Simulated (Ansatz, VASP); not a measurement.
# Cross-check of Ru (ladder Ru chain) between VASP and Ansatz

Wanted: the spread between two codes on one cell, functional and k mesh. The cell is taken from a series of runs on this material, whose earlier steps may have relaxed, scaled, displaced or heated it; both programs get it as it stands.

Method: plane waves, with VASP 6.6.1 beside it; single point at PBE, single point at RPBE and single point at PBEsol, in Ansatz 0.2.0.

## 1. The structure

The cell holds 2 atoms: 2 Ru. Cell: a = 9.000 Å, b = 7.500 Å, c = 2.465 Å, α = 90.0°, β = 90.0°, γ = 90.0°. Vacuum lies along a and b. The structure's axis is c.

## 2. Ansatz: single point, PBE

Ansatz runs on its default PAW (the set named soft_2) files.

A single point gives forces, pressure and levels at one fixed geometry, so differences don't come from the geometry; what else differs is listed under the comparison.

File input.yaml:

```yaml
crystal:
  lattice:
    - [9.0, 0.0, 0.0]
    - [0.0, 7.5, 0.0]
    - [0.0, 0.0, 2.4651655335]
  atoms:
    - { symbol: Ru, position: [0.381318772, 0.5, 0.0], spin: 1.18 }
    - { symbol: Ru, position: [0.618681228, 0.5, 0.5], spin: 1.18 }
magnetization:
  spin_polarized: true
kpoints:
  mp_grid: { grid: [1, 1, 33] }
  band_path: { path: ["Γ", Z], npoints: 60 }
scf:
  occupations: { method: fermi_dirac, width: 0.05 }
hamiltonian:
  xc: pbe
output:
  transmission:
    e_range: [-2, 2]
    de: 0.035
    kmesh: [1, 1]
    reduced_basis: true
    leads: [[0, 0]]
  dos: { projected: true, e_range: [-6, 4] }
  write_potential: true
  write_density: true
  volumetric_format: npy
  elf: true
```

Command:

```console
ansatz run input.yaml --threads 4 --pin off --max-ram 8192MiB --backend cpu --events-out ev --progress --plain --runs-dir out
```

Numbers of over 12 decimals in the logs are rounded to 6 here.

What it wrote:

```text
Engine: ansatz 0.2.0, x86_64-unknown-linux-gnu
Pseudopotentials: kind: paw
Pseudopotential: Ru, paw, valence charge 16, recommended cutoff 420 eV (normal), Ru.paw.azcp
Functional definition: PBE
  parameter kappa = 0.804
  parameter beta = 0.066725
  exchange = pbe_x(kappa = kappa, mu = beta*pi^2/3)
  correlation = pbe_c(beta = beta)
Crystal: 2 atoms, lattice volume = 166.399 Å³
Basis set: ecut = 420 eV, 3235 PW (Γ)
Bands: 22, of which v1, the nominal top of the filled ones, is band 16 counted from 1 (15 counted from 0)
Symmetry: 8 space group operations
Space group: Pmma (ITA 51), of the structure as read, at distance tolerance 5.5e-5 Å
Magnetic group: BNS 51.289 (UNI 387), of the structure as read, at distance tolerance 5.5e-5 Å
k-points: 17 of 33
Non-local potential: Ru, projectors of the file, l = 0: 3, l = 1: 2, l = 2: 2, l = 3: 1
PAW form: soft (Blöchl's): semilocal exchange-correlation on the pseudo side does not see the compensation charge
PAW one-centre angular grid: Ru, 590 points (default); XC on 64 Gauss nodes
Initial density: superposition of atomic densities (neutral atoms: chi_scale 0, normalization atom)
Starting moments: Σ|m| = 2.36 μB on 2 of 2 sites
Initial wavefunctions: pseudopotential atomic-orbital guess
Functional: x = pbe(κ = 0.804, μ = 0.219515), c = pbe(β = 0.066725)
SCF iter   1: F=—  HF=-11752.173147 eV  |F-HF|=—  |Δ(HF+E_count)|=         —  Δρ=2.32e-2 (↑2.32e-2 ↓1.66e-2)  dr2=3.40e0  dr2_m=1.93e-1  M=1.589 μB ∫|m|=1.590 μB  β_m=0.30  ethr=3.10e-3  ⟨swp⟩=5.9  Hψ=3405  notcnv=0
Mixer restart at iter 1: flushing history
preconditioner: auto → LDOS  [metal: Δε(μ)=0.003 eV  Ē_g=4.968 eV  σ=0.050 eV  W_gap=0.02  n_scr=20 (ndim 8)  ℏωp=11.5 eV  f_vac=0.618  D(μ)=5.01/eV (n_scr^D=30)]
spin=Collinear: LDOS preconditioning applied to the charge; magnetization (m = ρ↑ − ρ↓) channel mixes plain (no charge-response kernel on spin).
SCF iter   2: F=—  HF=-11751.123165 eV  |F-HF|=—  |Δ(HF+E_count)|=    1.05e0  Δρ=1.26e-2 (↑1.26e-2 ↓9.94e-3)  dr2=6.33e-1  dr2_m=7.65e-2  M=1.808 μB ∫|m|=1.810 μB  β_m=0.40  ethr=3.10e-3  ⟨swp⟩=2.2  Hψ=1506  notcnv=0
SCF iter   3: F=—  HF=-11750.918486 eV  |F-HF|=—  |Δ(HF+E_count)|=   2.05e-1  Δρ=5.88e-3 (↑5.88e-3 ↓5.31e-3)  dr2=5.62e-2  dr2_m=3.01e-2  M=2.109 μB ∫|m|=2.111 μB  β_m=0.59  ethr=1.98e-3  ⟨swp⟩=2.2  Hψ=1207  notcnv=0
SCF iter   4: F=—  HF=-11750.957798 eV  |F-HF|=—  |Δ(HF+E_count)|=   3.93e-2  Δρ=4.98e-3 (↑4.98e-3 ↓4.58e-3)  dr2=6.54e-3  dr2_m=3.21e-2  M=2.510 μB ∫|m|=2.517 μB  β_m=0.80  ethr=1.76e-4  ⟨swp⟩=2.2  Hψ=1365  notcnv=0
SCF iter   5: F=—  HF=-11750.978030 eV  |F-HF|=—  |Δ(HF+E_count)|=   2.02e-2  Δρ=2.91e-3 (↑2.91e-3 ↓2.40e-3)  dr2=3.10e-3  dr2_m=9.89e-3  M=2.867 μB ∫|m|=2.882 μB  β_m=0.90  ethr=2.04e-5  ⟨swp⟩=2.1  Hψ=1510  notcnv=0
SCF iter   6: F=—  HF=-11750.982836 eV  |F-HF|=—  |Δ(HF+E_count)|=   4.81e-3  Δρ=6.44e-4 (↑6.44e-4 ↓2.82e-4)  dr2=6.64e-4  dr2_m=2.56e-4  M=3.081 μB ∫|m|=3.105 μB  β_m=0.94  ethr=9.68e-6  ⟨swp⟩=2.3  Hψ=1617  notcnv=0
SCF iter   7: F=—  HF=-11750.982902 eV  |F-HF|=—  |Δ(HF+E_count)|=   6.54e-5  Δρ=4.28e-4 (↑4.28e-4 ↓3.61e-4)  dr2=1.34e-4  dr2_m=1.96e-4  M=3.066 μB ∫|m|=3.090 μB  β_m=0.89  ethr=2.07e-6  ⟨swp⟩=2.0  Hψ=1245  notcnv=0
SCF iter   8: F=—  HF=-11750.982957 eV  |F-HF|=—  |Δ(HF+E_count)|=   5.58e-5  Δρ=2.43e-4 (↑2.43e-4 ↓2.31e-4)  dr2=2.34e-5  dr2_m=7.98e-5  M=3.078 μB ∫|m|=3.102 μB  β_m=0.94  ethr=4.18e-7  ⟨swp⟩=2.5  Hψ=1314  notcnv=0
SCF iter   9: F=—  HF=-11750.982991 eV  |F-HF|=—  |Δ(HF+E_count)|=   3.37e-5  Δρ=5.63e-5 (↑5.63e-5 ↓4.31e-5)  dr2=1.24e-6  dr2_m=3.39e-6  M=3.092 μB ∫|m|=3.117 μB  β_m=0.96  ethr=7.31e-8  ⟨swp⟩=2.6  Hψ=1477  notcnv=0
SCF iter  10: F=—  HF=-11750.982991 eV  |F-HF|=—  |Δ(HF+E_count)|=   3.80e-7  Δρ=4.36e-6 (↑4.36e-6 ↓3.27e-6)  dr2=7.17e-8  dr2_m=7.86e-9  M=3.096 μB ∫|m|=3.121 μB  β_m=0.93  ethr=3.88e-9  ⟨swp⟩=2.3  Hψ=1334  notcnv=0
SCF iter  11: F=-11750.982991 eV  HF=-11750.982991 eV  |F-HF|=8.44e-9  |Δ(HF+E_count)|=   1.79e-9  Δρ=2.29e-6 (↑2.29e-6 ↓1.26e-6)  dr2=1.30e-8  dr2_m=2.75e-9  M=3.095 μB ∫|m|=3.121 μB  ethr=2.24e-10  ⟨swp⟩=1.4  Hψ=2287  notcnv=0
SCF 1 converged in 11 iterations: F = -11750.982991 eV  dr2 = 1.30e-8
  greatest PAW one-centre occupation: 1.001 electrons in one spin orbital (limit 2), on the Ru atom at site 1 (counted from 0), in its partial waves of l = 0
transmission: 8 of 48 steps passed
transmission: 12 of 48 steps passed
[...]
transmission: 48 of 48 steps passed
WARN: The output density's exchange-correlation potential varies sharply where the density is thin. Do not read a vacuum level from v_tot or v_xc, or from such a field of the output density. On a cell that repeats whose density bears no net charge and no dipole along the vacuum's axis use v_es (v_loc + v_h of the components); under efield.dipole_correction with no amplitude use v_es + v_field, which holds any externa [...]
NSCF: frozen V_eff on 61 k-points
SCF converged after 11 iterations
Magnetization: 3.0953 μB (17.5477 up, 14.4523 down)
Absolute magnetization: 3.1206 μB (∫|ρ↑−ρ↓|, with the PAW one-centre terms)
Spin contamination: 0.0096 ħ² per cell (⟨S²⟩ above its minimum at these occupations)
Per-site moments (μB) at R_I (Å): [(1.152277, 1.016881), (1.152277, 1.016881)]
Free energy (F): -11750.982991 eV
Harris-Foulkes:  -11750.982991 eV  (|F-HF|=8.44e-9)
Internal energy: -11750.949132 eV  (E = F + TS)
E sigma→0 (E₀):  -11750.966062 eV
Entropy (-TS):   -0.033859 eV (-16.930 meV/atom)
Fermi energy:    0.204665 eV
--- Per-component energies (eV) ---
  E_band       = -828.368429
  E_kinetic    = 1028.992694
  E_local      = -10211.346009  (includes V_loc(G=0)·N_el)
  E_nonlocal   = 695.357891
  E_hartree    = 4289.079164
  E_xc         = -375.121850
  E_vxc        = -469.952837  (∫ρ·V_xc dr)
  E_paw        = -6925.467776  (= ΣΔE_a)
  E_vpaw       = -449.579018  (= ΣTr[D̂ρ^β])
  E_aug_tail   = -0.000331  (compensation charges beyond the density's cutoff)
  E_ewald      = -252.442915
  E_smearing   = -0.033859  (= −TS)
  E_closure    = 0.000000  (closes the sum)
  Σ components = -11750.982991   (vs F -11750.982991, Δ=0.00e0)
--- Band table (eV; the first three rows and the last of 34) ---
  k-point 0 ↑: bands = [... 12 lower, -2.2719, -1.1571, -0.8453, -0.8219, -0.0463, 0.5492, 1.0855, 1.7612, ... 2 higher]
  k-point 1 ↑: bands = [... 12 lower, -2.2574, -1.1887, -0.9132, -0.8343, 0.0548, 0.5168, 0.9264, 1.6549, ... 2 higher]
  k-point 2 ↑: bands = [... 12 lower, -2.2139, -1.3407, -0.9777, -0.8747, 0.2778, 0.4282, 0.6164, 1.2674, ... 2 higher]
  k-point 16 ↓: bands = [... 12 lower, 0.4262, 0.5690, 0.7218, 0.8118, 1.4989, 1.4998, 5.3215, 5.6527, ... 2 higher]
--- Transmission ---
  basis      : 595 plane waves across, 4 finite elements along
  points     : 1, standing for a mesh of 1 x 1
  filling    : by the input's occupations and mesh, since the crystals that have channels conduct as metals do. If one of these is a semiconductor, that mesh has misplaced its level
  energies   : 115 from -2.000000 to 1.990000 eV about the Fermi level, 0.035000 eV apart; the leads are filled to 0.000000 eV, and channels, transmission and decay are at -0.005000 eV
  crystal 0  : Ru2, at the sites [0, 0], period 2.4652 Å: whole cells are its period
    offset         : up to 0.0000 Å between an atom of the period and one for which it stands
    filled         : 2.8 meV under the level at which it is neutral
    channels       : 7.000000e0 up, 6.000000e0 down
    conductance    : 7.6967e14 S/m² at 300 K; may be off by some 0.0 % by where its bands' edges are placed, 0.2 % from the distance to neutral
```

In the SCF lines HF is the Harris–Foulkes energy and dr2 the Hartree energy of the density residual, in eV; the loop may stop once dr2 is under the threshold and the program's other checks hold. Hψ counts applications of the Hamiltonian.

## 3. VASP: single point, PBE

The same cell, functional, mesh and smearing now go to VASP, with its own data sets.

Lines of VASP's logs that name or quote its potential files are left out, and so is its time.

File INCAR:

```
SYSTEM = Ru
PREC = Accurate
ENCUT = 400
EDIFF = 1E-06
NELM = 200
ISMEAR = -1
SIGMA = 0.05
LREAL = .FALSE.
ALGO = Normal
GGA = PE
NBANDS = 23
ISPIN = 2
MAGMOM = 1.15 1.15
LASPH = .TRUE.
LMAXMIX = 4
LORBIT = 11
LWAVE = .FALSE.
LCHARG = .FALSE.
ISIF = 2
GGA_COMPAT = .FALSE.
KPAR = 2
```

File POSCAR:

```
Ru
1.0
    9.0000000000      0.0000000000      0.0000000000
    0.0000000000      7.5000000000      0.0000000000
    0.0000000000      0.0000000000      2.4651655335
Ru
2
Direct
    0.3813187720      0.5000000000      0.0000000000
    0.6186812280      0.5000000000      0.5000000000
```

File KPOINTS:

```
Automatic mesh
0
Gamma
1 1 33
0 0 0
```

Potentials, in the order of the species: Ru_pv (PBE family, release 64).

Command:

```console
mpirun -np 2 vasp_std
```

What it wrote:

```text
[banner, memory and clock lines left out]
running    2 mpi-ranks, on    1 nodes
 distrk:  each k-point on    1 cores,    2 groups
 distr:  one band on    1 cores,    1 groups

 POSCAR found type information on POSCAR Ru
 POSCAR found :  1 types and       2 ions
 LDA part: xc-table for (Slater+PW92), standard interpolation
 POSCAR, INCAR and KPOINTS ok, starting setup
 FFT: planning ... GRIDC
 FFT: planning ... GRID_SOFT
 FFT: planning ... GRID
 WAVECAR not read
 entering main loop
       N       E                     dE             d eps       ncg     rms          rms(c)
DAV:   1     0.139931420871E+03    0.13993E+03   -0.14559E+04  2108   0.800E+02
DAV:   2    -0.874059208795E+01   -0.14867E+03   -0.14162E+03  1856   0.235E+02
DAV:   3    -0.127367302721E+02   -0.39961E+01   -0.38712E+01  1809   0.354E+01
DAV:   4    -0.128086696034E+02   -0.71939E-01   -0.71895E-01  2242   0.416E+00
DAV:   5    -0.128094066911E+02   -0.73709E-03   -0.73686E-03  1951   0.358E-01    0.113E+01
DAV:   6    -0.120885927457E+02    0.72081E+00   -0.20375E+00  1648   0.103E+01    0.475E+00
DAV:   7    -0.120536161358E+02    0.34977E-01   -0.37068E-01  1690   0.367E+00    0.215E+00
DAV:   8    -0.120600469904E+02   -0.64309E-02   -0.30876E-02  1702   0.140E+00    0.103E+00
DAV:   9    -0.120576369707E+02    0.24100E-02   -0.14469E-02  1592   0.765E-01    0.451E-01
DAV:  10    -0.120607604401E+02   -0.31235E-02   -0.53702E-03  1669   0.375E-01    0.279E-01
DAV:  11    -0.120737579758E+02   -0.12998E-01   -0.59713E-03  1592   0.371E-01    0.169E-01
DAV:  12    -0.120789338309E+02   -0.51759E-02   -0.50926E-03  1592   0.246E-01    0.835E-02
DAV:  13    -0.120793211136E+02   -0.38728E-03   -0.67779E-04  1711   0.118E-01    0.444E-02
DAV:  14    -0.120795987375E+02   -0.27762E-03   -0.10348E-04  1628   0.518E-02    0.233E-02
DAV:  15    -0.120797148271E+02   -0.11609E-03   -0.69024E-05  1620   0.441E-02    0.105E-02
DAV:  16    -0.120797359502E+02   -0.21123E-04   -0.16531E-05  1524   0.198E-02    0.568E-03
DAV:  17    -0.120797364361E+02   -0.48592E-06   -0.82421E-06  1502   0.144E-02
   1 F= -.12079736E+02 E0= -.12062718E+02  d E =-.340365E-01  mag=     3.0873
```

Parts of OUTCAR (step 3):

```text
ion  position               nearest neighbor table
   1  0.381  0.500  0.000-   2 2.47   2 2.47
   2  0.619  0.500  0.500-   1 2.47   1 2.47

  LATTYP: Found a simple orthorhombic cell.
 ALAT       =     2.4651655335
 B/A-ratio  =     3.0423920415
 C/A-ratio  =     3.6508704498

 Subroutine GETGRP returns: Found  8 space group operations
 (whereof  4 operations were pure point group operations)

The static configuration has the point symmetry C_2v.
 The point group associated with its full space group is D_2h.

 Found     17 irreducible k-points:

   k-points           NKPTS =     17   k-points in BZ     NKDIM =     17   number of bands    NBANDS=     23

   dimension x,y,z NGX =    60 NGY =   50 NGZ =   16
   dimension x,y,z NGXF=   120 NGYF=  100 NGZF=   32

   ENCUT  =  400.0 eV  29.40 Ry    5.42 a.u.  14.68 12.23  4.02*2*pi/ulx,y,z

   NELECT =      28.0000    total number of electrons

 k-points in reciprocal lattice and weights: Automatic mesh
   0.00000000  0.00000000  0.00000000       0.030
   0.00000000  0.00000000  0.03030303       0.061
   0.00000000  0.00000000  0.06060606       0.061
   0.00000000  0.00000000  0.09090909       0.061
   0.00000000  0.00000000  0.12121212       0.061
   0.00000000  0.00000000  0.15151515       0.061
   0.00000000  0.00000000  0.18181818       0.061
   0.00000000  0.00000000  0.21212121       0.061
   0.00000000  0.00000000  0.24242424       0.061
[...]
0.00000000  0.00000000  0.45454545       0.061
   0.00000000  0.00000000  0.48484848       0.061

 average (electrostatic) potential at core
       1 -81.0462       2 -81.0462

 E-fermi :  -1.5438

 spin component 1
 k-point     1 :       0.0000    0.0000    0.0000
  band No.  band energies     occupation
    ...
     11      -4.0166      1.00000
     12      -2.8972      1.00000
     13      -2.5952      1.00000
     14      -2.5641      1.00000
     15      -1.7929      0.99319
     16      -1.1955      0.00094
     17      -0.6581      0.00000
     18       0.0165      0.00000
     19       0.2011      0.00000
     20       0.4024      0.00000
    ...

 k-point     2 :       0.0000    0.0000    0.0303
  band No.  band energies     occupation
    ...
     11      -4.0021      1.00000
     12      -2.9304      1.00000
     13      -2.6614      1.00000
     14      -2.5765      1.00000
     15      -1.6920      0.95097
     16      -1.2278      0.00180
     17      -0.8173      0.00000
     18      -0.0932      0.00000
     19       0.1690      0.00000
     20       0.6751      0.00000
    ...

 k-point     3 :       0.0000    0.0000    0.0606
  band No.  band energies     occupation
    ...
     10      -4.3511      1.00000
     11      -3.9587      1.00000
     12      -3.0867      1.00000
     13      -2.7214      1.00000
     14      -2.6173      1.00000
     15      -1.4693      0.18386
     16      -1.3160      0.01039
     17      -1.1274      0.00024
     18      -0.4807      0.00000
     19       0.4615      0.00000
    ...

 k-point     4 :       0.0000    0.0000    0.0909
  band No.  band energies     occupation
    ...
     10      -4.3041      1.00000
     11      -3.8869      1.00000
     12      -3.3464      1.00000
     13      -2.7099      1.00000
     14      -2.6961      1.00000
     15      -1.4731      0.19559
     16      -1.4366      0.10484
     17      -1.2043      0.00112
     18      -0.8706      0.00000
     19       0.7859      0.00000
    ...

 k-point     5 :       0.0000    0.0000    0.1212
  band No.  band energies     occupation
    ...
     12      -3.6336      1.00000
     13      -2.8257      1.00000
     14      -2.6677      1.00000
     15      -1.8241      0.99634
     16      -1.5595      0.57781
     17      -1.2416      0.00237
     18      -0.9223      0.00000
     19       1.1235      0.00000
     20       1.6199      0.00000
     21       3.3280      0.00000
    ...

 k-point     6 :       0.0000    0.0000    0.1515
  band No.  band energies     occupation
    ...
     13      -3.0129      1.00000
     14      -2.6098      1.00000
     15      -2.1648      1.00000
     16      -1.6609      0.91233
     17      -1.5708      0.63212
     18      -0.6289      0.00000
     19       1.4733      0.00000
     20       1.9239      0.00000
     21       3.5418      0.00000
     22       3.8238      0.00000
    ...

  Total       -0.2278891     -0.3951512     -0.2119291      0.0000000      0.0000000      0.0000000
  in kB       -2.1942409     -3.8047313     -2.0405693      0.0000000      0.0000000      0.0000000
  external PRESSURE =      -2.6798472 kB  Pullay stress =       0.0000000 kB

  energy-cutoff  :      400.00
  volume of cell :      166.40
      direct lattice vectors                 reciprocal lattice vectors
     9.000000000  0.000000000  0.000000000     0.111111111  0.000000000  0.000000000
     0.000000000  7.500000000  0.000000000     0.000000000  0.133333333  0.000000000
     0.000000000  0.000000000  2.465165534     0.000000000  0.000000000  0.405652272

 POSITION                                       TOTAL-FORCE (eV/Angst)
 -----------------------------------------------------------------------------------
      3.43187      3.75000      0.00000         0.000194      0.000000      0.000000
      5.56813      3.75000      1.23258        -0.000194      0.000000      0.000000
 -----------------------------------------------------------------------------------
    total drift:                               -0.000000      0.000000     -0.000000

  FREE ENERGIE OF THE ION-ELECTRON SYSTEM (eV)
  ---------------------------------------------------
  free  energy   TOTEN  =       -12.0797364361 eV

  energy  without entropy=      -12.0456998960  energy(sigma->0) =      -12.06271817

 total charge
# of ion       s       p       d       tot
------------------------------------------
    1        0.387   6.121   6.069  12.576
    2        0.387   6.121   6.069  12.576
--------------------------------------------------
tot          0.773  12.242  12.137  25.153

 magnetization (x)
# of ion       s       p       d       tot
------------------------------------------
    1        0.047   0.020   1.219   1.286
    2        0.047   0.020   1.219   1.286
--------------------------------------------------
tot          0.094   0.039   2.438   2.572

[... 6 further parts left out ...]
```

## 4. Differences

Known differences besides the potentials themselves: VASP starts from the moments at which Ansatz ended; the data sets hold 32 valence electrons in Ansatz (on its default PAW (the set named soft_2) files) and 28 in VASP; the cutoff is 420 eV in Ansatz and 400 eV in VASP; site moments are counted in spheres of each program's own size. Total energies have different zeros and are not compared.

Compared:

```
          quantity  Ansatz  VASP  difference
 total moment (μB)    3.10  3.09       +0.01
moment on Ru1 (μB)    1.15  1.29       -0.13
moment on Ru2 (μB)    1.15  1.29       -0.13
```

## 5. Ansatz: single point, RPBE

A single point gives forces, pressure and levels at one fixed geometry, so differences don't come from the geometry; what else differs is listed under the comparison. The cell compared in this pair holds 173.05 Å³, against 166.40 Å³ for the pair before.

The cell is taken from a series of runs on this material, whose earlier steps may have relaxed, scaled, displaced or heated it; both programs get it as it stands.

File input.yaml:

```yaml
crystal:
  lattice:
    - [9.0, 0.0, 0.0]
    - [0.0, 7.5, 0.0]
    - [0.0, 0.0, 2.5637473091]
  atoms:
    - { symbol: Ru, position: [0.383795402, 0.5, 0.0], spin: 1.47 }
    - { symbol: Ru, position: [0.616204598, 0.5, 0.5], spin: 1.47 }
magnetization:
  spin_polarized: true
kpoints:
  mp_grid: { grid: [1, 1, 32] }
  band_path: { path: ["Γ", Z], npoints: 60 }
scf:
  occupations: { method: fermi_dirac, width: 0.05 }
hamiltonian:
  xc: rpbe
output:
  transmission:
    e_range: [-2, 2]
    de: 0.035
    kmesh: [1, 1]
    reduced_basis: true
    leads: [[0, 0]]
  dos: { projected: true, e_range: [-6, 4] }
```

Command:

```console
ansatz run input.yaml --threads 4 --pin off --max-ram 8192MiB --backend cpu --events-out ev --progress --plain --runs-dir out
```

What it wrote:

```text
[...]
Crystal: 2 atoms, lattice volume = 173.053 Å³
Basis set: ecut = 420 eV, 3391 PW (Γ)
Bands: 22, of which v1, the nominal top of the filled ones, is band 16 counted from 1 (15 counted from 0)
Symmetry: 8 space group operations
[...]
k-points: 17 of 32
[...]
Starting moments: Σ|m| = 2.94 μB on 2 of 2 sites
[...]
--- Transmission ---
  basis      : 595 plane waves across, 4 finite elements along
  points     : 1, standing for a mesh of 1 x 1
[...]
crystal 0  : Ru2, at the sites [0, 0], period 2.5637 Å: whole cells are its period
[...]
filled         : 1.6 meV under the level at which it is neutral
    channels       : 6.000000e0 up, 6.000000e0 down
[...]
[key lines of the parts left out:]
SCF converged after 11 iterations
Magnetization: 3.8993 μB (17.9497 up, 14.0503 down)
Free energy (F): -11766.134571 eV
Fermi energy:    0.194465 eV
```

(Continued in part 2 of 2.)

[Lines on the potential files, build, host, timing and source positions are cut from VASP's logs without a mark.]

[Logs are printed without paths, hosts, clocks, repeated set-up lines and the standing remarks that a program may print on its own settings, such as how far it seeks lower states.]

[Hosts, paths, dates, database ids (printed as entryN), source tags and the programs' standing remarks are cut or masked in the printed files.]
